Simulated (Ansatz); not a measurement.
Crystal: I.

```
I
1.0
     3.63503   -2.39502    0.00000
     3.63503    2.39502    0.00000
     0.00000    0.00000    9.79344
I
4
Direct
  0.64930 0.35070 0.38440
  0.14930 0.85070 0.11560
  0.35070 0.64930 0.61560
  0.85070 0.14930 0.88440
```

- Program: Ansatz 0.2.0
- Task: single point
- Functional: PBE
- Potentials or basis: all-electron LAPW, scalar-relativistic
- Cutoff: 274 eV (chosen from the basis error)
- Basis error allowed: 0.001 eV/atom
- k mesh: 7 × 7 × 3
- Occupations: fermi-dirac, width 0.05 eV
- Spin: no spin polarisation

On this cell: pressure 1.8 GPa; largest force 0.854 eV/Å; band gap on the k mesh 1.34 eV, indirect (least direct gap 1.43 eV).

The same run follows on a disturbed copy (atoms moved at random, drawn with an rms of 0.05 Å):

```
I
1.0
     3.63503   -2.39502    0.00000
     3.63503    2.39502    0.00000
     0.00000    0.00000    9.79344
I
4
Cartesian
  3.6359 -0.7347 3.7504
  3.6085 1.6478 1.1127
  3.6783 0.6668 6.0276
  3.6349 -1.6587 8.6397
```

Q: What changes?

A: The energy moves by -3.7 meV/atom; pressure 1.6 GPa; largest force 0.917 eV/Å; band gap on the k mesh 1.31 eV, indirect (least direct gap 1.40 eV).

Forces in eV/Å, atoms in the order of the input:
```
I   -0.004 -0.464 -0.791
I    0.009 -0.205  0.549
I   -0.011  0.454  0.776
I    0.006  0.215 -0.534
```

Stress tensor (GPa, compression positive):
```
1.27 0.01 0.02
0.01 1.15 0.38
0.02 0.38 2.31
```

Caveats: spin-orbit coupling is left out, which moves the levels of the heavy elements; an odd mesh through Γ misses points on the zone boundary, where band edges often lie.
